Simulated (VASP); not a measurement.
# SnTe (Fm-3m) in VASP: notebook

Runs on SnTe. Level: PBEsol. Tasks: relaxation of cell and atoms.

Program: VASP 6.6.1. These are calculated values, not measurements. Logs are shortened: lines on timing, memory, paths and dates and some standing lists are left out, and cuts for length are marked.

## (1) Starting point

It takes space group Fm-3m (No. 225, cubic). Conventional cell: a = 6.302 Å, b = 6.302 Å, c = 6.302 Å, α = 90.00°, β = 90.00°, γ = 90.00°. Around Sn (site symmetry m-3m) lie 6 Te at 3.15 Å. Te (site symmetry m-3m) is surrounded by 6 Sn at 3.15 Å.

## (2) Relaxation of cell and atoms, PBEsol

Input file INCAR:

```
SYSTEM = SnTe
  PREC = Accurate
  ENCUT = 520
  EDIFF = 1E-7
  ISMEAR = 0
  SIGMA = 0.02
  LREAL = .False.
  LASPH = .True.
  NELM = 100
  ALGO = Fast
  ISIF = 3
  LWAVE = .False.
  LCHARG = .False.
  GGA = PS
  IBRION = 2
  NSW = 80
  EDIFFG = -0.002
  KPAR = 4
```

Input file KPOINTS:

```
Automatic mesh
0
Gamma
  8 8 8
  0 0 0
```

Input file POSCAR:

```
SnTe
1.0
    0.0000000000      3.1508500000      3.1508500000
    3.1508500000      0.0000000000      3.1508500000
    3.1508500000      3.1508500000      0.0000000000
Sn Te
1 1
Direct
    0.0000000000      0.0000000000      0.0000000000
    0.5000000000      0.5000000000      0.5000000000
```

Potentials or basis: VASP PAW PBE potentials, release 64 (Sn_d, Te).

The run is started by

```console
$ cat potpaw_PBE.64/Sn_d/POTCAR potpaw_PBE.64/Te/POTCAR > POTCAR
$ mpirun -np 4 vasp_std > vasp.out
```

OUTCAR:

```text
SYSTEM = SnTe
   PREC = Accurate
   ENCUT = 520
   EDIFF = 1E-7
   ISMEAR = 0
   LREAL = .False.
   LASPH = .True.
   NELM = 100
   ISIF = 3
   GGA = PS
   IBRION = 2
   NSW = 80
   EDIFFG = -0.002

 ion  position               nearest neighbor table
   1  0.000  0.000  0.000-   2 3.15   2 3.15   2 3.15   2 3.15   2 3.15   2 3.15
   2  0.500  0.500  0.500-   1 3.15   1 3.15   1 3.15   1 3.15   1 3.15   1 3.15

  LATTYP: Found a face centered cubic cell.
 ALAT       =     6.3017000000

  Lattice vectors:

 A1 = (   0.0000000000,   3.1508500000,   3.1508500000)
 A2 = (   3.1508500000,   0.0000000000,   3.1508500000)
 A3 = (   3.1508500000,   3.1508500000,   0.0000000000)

Analysis of symmetry for initial positions (statically):
=====================================================================
 Subroutine PRICEL returns:
 Original cell was already a primitive cell.

 Routine SETGRP: Setting up the symmetry group for a
 face centered cubic supercell.

 Subroutine GETGRP returns: Found 48 space group operations
 (whereof 48 operations were pure point group operations)
 out of a pool of 48 trial point group operations.

The static configuration has the point symmetry O_h .

Analysis of symmetry for dynamics (positions and initial velocities):
=====================================================================
 Subroutine PRICEL returns:
 Original cell was already a primitive cell.

 Routine SETGRP: Setting up the symmetry group for a
 face centered cubic supercell.

 Subroutine GETGRP returns: Found 48 space group operations
 (whereof 48 operations were pure point group operations)
 out of a pool of 48 trial point group operations.

The dynamic configuration has the point symmetry O_h .

 Subroutine INISYM returns: Found 48 space group operations
 (whereof 48 operations are pure point group operations),
 and found     1 'primitive' translations

----------------------------------------------------------------------------------------

                                     Primitive cell

  volume of cell :      62.5624

  direct lattice vectors                    reciprocal lattice vectors
     0.000000000  3.150850000  3.150850000    -0.158687338  0.158687338  0.158687338
     3.150850000  0.000000000  3.150850000     0.158687338 -0.158687338  0.158687338
     3.150850000  3.150850000  0.000000000     0.158687338  0.158687338 -0.158687338

  length of vectors
[... 107 lines left out ...]
   GGA     = PS    functional components
   LHFCALC =     F    Hartree Fock is set to
   AEXX    =    0.0000 exact exchange contribution
   IVDW    =     0    specifies the selected vdW correction
   LEPSILON=     F    determine dielectric tensor
   LRPA    =     F    only Hartree local field effects (RPA)
 conjugate gradient relaxation of ions
 non-spin polarized calculation
 RMM-DIIS sequential band-by-band and
 Gauss-broadening in eV      SIGMA  =   0.02
  energy-cutoff  :      520.00
  volume of cell :       62.56
 maximum number of plane-waves:      1708
 NGX is ok and might be reduce to    36
   NGX = 17   NGY = 17   NGZ = 17

--------------------------------------- Ionic step        1  -------------------------------------------

 number of electron      19.9999998 magnetization

 Free energy of the ion-electron system (eV)
  ---------------------------------------------------
  ext. energy  EPLUGINS =         0.00000000
  ---------------------------------------------------
  free energy    TOTEN  =        -8.33764768 eV

  energy without entropy =       -8.33764768  energy(sigma->0) =       -8.33764768

------------------------ aborting loop because EDIFF is reached ----------------------------------------

  FORCE on cell =-STRESS in cart. coord.  units (eV):
  Direction    XX          YY          ZZ          XY          YZ          ZX
  --------------------------------------------------------------------------------------
  -------------------------------------------------------------------------------------
  Total       -0.1138216     -0.1138216     -0.1138216      0.0000000     -0.0000000      0.0000000
  in kB       -2.9148900     -2.9148900     -2.9148900      0.0000000     -0.0000000      0.0000000
  external PRESSURE =      -2.9148900 kB  Pullay stress =       0.0000000 kB
[... 59 lines left out ...]
--------------------------------------- Ionic step        3  -------------------------------------------

 number of electron      19.9999998 magnetization

 Free energy of the ion-electron system (eV)
  ---------------------------------------------------
  ext. energy  EPLUGINS =         0.00000000
  ---------------------------------------------------
  free energy    TOTEN  =        -8.33799679 eV

  energy without entropy =       -8.33799679  energy(sigma->0) =       -8.33799679

 E-fermi :   6.9048     XC(G=0):  -9.6813

 val. band max:        6.8250627303   @ k =   0.5000   0.0000   0.0000
 cond. band min:       6.9854796691   @ k =   0.5000   0.0000   0.0000
 fundamental gap:      0.1604169389
 Fermi energy:         6.9047993803

 k-point     1 :       0.0000    0.0000    0.0000
  band No.  band energies     occupation
      1     -14.9097      2.00000
      2     -14.9097      2.00000
      3     -14.9023      2.00000
      4     -14.9023      2.00000
      5     -14.9023      2.00000
      6      -5.9849      2.00000
      7       2.1916      2.00000
      8       4.7320      2.00000
      9       4.7320      2.00000
     10       4.7320      2.00000
     11      10.2249      0.00000
     12      10.2249      0.00000
     13      10.2249      0.00000
     14      11.5853      0.00000
[... 377 lines left out ...]
      1     -14.9187      2.00000
      2     -14.9123      2.00000
      3     -14.8993      2.00000
      4     -14.8970      2.00000
      5     -14.8936      2.00000
      6      -4.4945      2.00000
      7      -1.1338      2.00000
      8       3.0681      2.00000
      9       3.4605      2.00000
     10       5.9428      2.00000
     11       7.3505      0.00000
     12       9.7948      0.00000
     13      10.4742      0.00000
     14      12.8358      0.00000

 [... further k-points ...]

------------------------ aborting loop because EDIFF is reached ----------------------------------------

  FORCE on cell =-STRESS in cart. coord.  units (eV):
  Direction    XX          YY          ZZ          XY          YZ          ZX
  --------------------------------------------------------------------------------------
  -------------------------------------------------------------------------------------
  Total       -0.0016343     -0.0016343     -0.0016343     -0.0000000     -0.0000000      0.0000000
  in kB       -0.0421097     -0.0421097     -0.0421097     -0.0000000     -0.0000000      0.0000000
  external PRESSURE =      -0.0421097 kB  Pullay stress =       0.0000000 kB
[... 17 lines left out ...]
  FREE ENERGIE OF THE ION-ELECTRON SYSTEM (eV)
  ---------------------------------------------------
  free  energy   TOTEN  =        -8.3379967852 eV

  energy  without entropy=       -8.3379967852  energy(sigma->0) =       -8.33799679

 reached required accuracy - stopping structural energy minimisation
```

OSZICAR:

```text
N       E                     dE             d eps       ncg     rms          rms(c)
DAV:   1     0.122833911427E+03    0.12283E+03   -0.96451E+03   812   0.163E+03
DAV:   2     0.202438219043E+01   -0.12081E+03   -0.11848E+03   848   0.366E+02
DAV:   3    -0.811394361997E+01   -0.10138E+02   -0.10002E+02  1028   0.981E+01
DAV:   4    -0.838374912520E+01   -0.26981E+00   -0.26969E+00   948   0.173E+01
[... 26 lines left out ...]
RMM:   3    -0.833799988224E+01    0.14602E-03   -0.48544E-04   844   0.314E-01    0.111E-02
RMM:   4    -0.833799926228E+01    0.61996E-06   -0.57050E-05   987   0.710E-02    0.126E-02
RMM:   5    -0.833799841148E+01    0.85080E-06   -0.51649E-06   964   0.301E-02    0.896E-03
RMM:   6    -0.833799677803E+01    0.16334E-05   -0.14469E-06   941   0.158E-02    0.120E-03
RMM:   7    -0.833799678521E+01   -0.71791E-08   -0.49362E-07   727   0.868E-03
   3 F= -.83379968E+01 E0= -.83379968E+01  d E =-.349106E-03
```

Run time: 33 s. Hardware: 4 MPI ranks of Intel Xeon Platinum 8259CL at 2.50GHz (Skylake/Cascade Lake), shared host; peak memory 0.22 GiB.

What came out:

* Free energy: -8.3380 eV
* Relaxed volume: 31.09 Å³/atom
* Relaxed cell: a = 4.447 Å, b = 4.447 Å, c = 4.447 Å, α = 60.00°, β = 60.00°, γ = 60.00°
* Space group after relaxing (to 0.05 Å): Fm-3m (No. 225)
* Energy gained by relaxing: 0.2 meV/atom
* Ionic steps: 3
* Pressure after relaxing: 0.0 GPa
* Band gap on the k mesh: 0.16 eV, direct

The path:
```tsv
step	energy change (eV)	largest force (eV/Å)	pressure (GPa)	volume (Å³)
1	0.0000	0.0000	-0.29	62.56
2	-0.0003	0.0000	0.10	62.05
3	-0.0003	0.0000	0.00	62.18
```

Final structure:
```cif
data_structure
_symmetry_space_group_name_H-M 'P 1'
_symmetry_Int_Tables_number 1
_cell_length_a 4.4469
_cell_length_b 4.4469
_cell_length_c 4.4469
_cell_angle_alpha 60.000
_cell_angle_beta 60.000
_cell_angle_gamma 60.000
_cell_volume 62.18
loop_
_atom_site_label
_atom_site_type_symbol
_atom_site_fract_x
_atom_site_fract_y
_atom_site_fract_z
_atom_site_occupancy
Sn1 Sn 0.00000 0.00000 0.00000 1
Te1 Te 0.50000 0.50000 0.50000 1
```

Levels at points of the mesh, in eV from the valence-band top:
| k point | band 6 | band 7 | band 8 | band 9 | band 10 | band 11 | band 12 | band 13 | band 14 |
| --- | --- | --- | --- | --- | --- | --- | --- | --- | --- |
| (0.00, 0.00, 0.00) | -12.81 | -4.63 | -2.09 | -2.09 | -2.09 | 3.40 | 3.40 | 3.40 | 4.76 |
| (0.50, 0.00, 0.00) | -11.51 | -8.34 | -1.75 | -1.75 | 0.00 | 0.16 | 0.39 | 0.39 | 7.76 |
| (0.50, 0.50, 0.00) | -11.20 | -6.44 | -5.59 | -3.72 | -3.72 | 2.13 | 5.00 | 5.00 | 6.47 |

Caveat: the PAW data sets were made with another functional, which shifts forces and pressure a little; spin-orbit coupling is left out, which moves the levels of the heavy elements. A k mesh can miss the band edges.

## (3) Relaxation of cell and atoms, PBEsol

This run uses another cell than the first one, of 31.09 Å³/atom, 0.994 times its volume.

INCAR is that of step 2.

KPOINTS is that of step 2.

Input file POSCAR:

```
SnTe                                    
1.0
   -0.0000000000      3.1444180015      3.1444180015
    3.1444180015      0.0000000000      3.1444180015
    3.1444180015      3.1444180015      0.0000000000
  Sn              Te            
     1     1
Direct
     0.0000000000000000    0.0000000000000000    0.0000000000000000
     0.5000000000000000    0.5000000000000000    0.5000000000000000
```

Potentials or basis: VASP PAW PBE potentials, release 64 (Sn_d, Te).

The run is started by

```console
$ cat potpaw_PBE.64/Sn_d/POTCAR potpaw_PBE.64/Te/POTCAR > POTCAR
$ mpirun -np 4 vasp_std > vasp.out
```

Wall time 14 s (4 MPI ranks of Intel Xeon Platinum 8259CL at 2.50GHz (Skylake/Cascade Lake), shared host); peak memory 0.2 GiB.

It converged, with:

| Property | Result |
| --- | --- |
| Free energy | -8.3379 eV |
| Pressure after relaxing | 0.0 GPa |
| Band gap on the k mesh | 0.16 eV, direct |

Final structure:
```xyz
2
Lattice="0.0000 3.1444 3.1444 3.1444 0.0000 3.1444 3.1444 3.1444 0.0000" Properties=species:S:1:pos:R:3 pbc="T T T"
Sn    0.0000    0.0000    0.0000
Te    3.1444    3.1444    3.1444
```

Levels at points of the mesh, in eV from the valence-band top:
```
           k point  band 6  band 7  band 8  band 9  band 10  band 11  band 12  band 13  band 14
(0.00, 0.00, 0.00)  -12.81   -4.63   -2.09   -2.09    -2.09     3.40     3.40     3.40     4.76
(0.50, 0.00, 0.00)  -11.51   -8.34   -1.75   -1.75     0.00     0.16     0.39     0.39     7.79
(0.50, 0.50, 0.00)  -11.20   -6.44   -5.59   -3.72    -3.72     2.13     5.00     5.00     6.47
```

Caveat: the relaxation stopped at its first step, so nothing moved; the PAW data sets were made with another functional, which shifts forces and pressure a little; spin-orbit coupling is left out, which moves the levels of the heavy elements. A k mesh can miss the band edges.
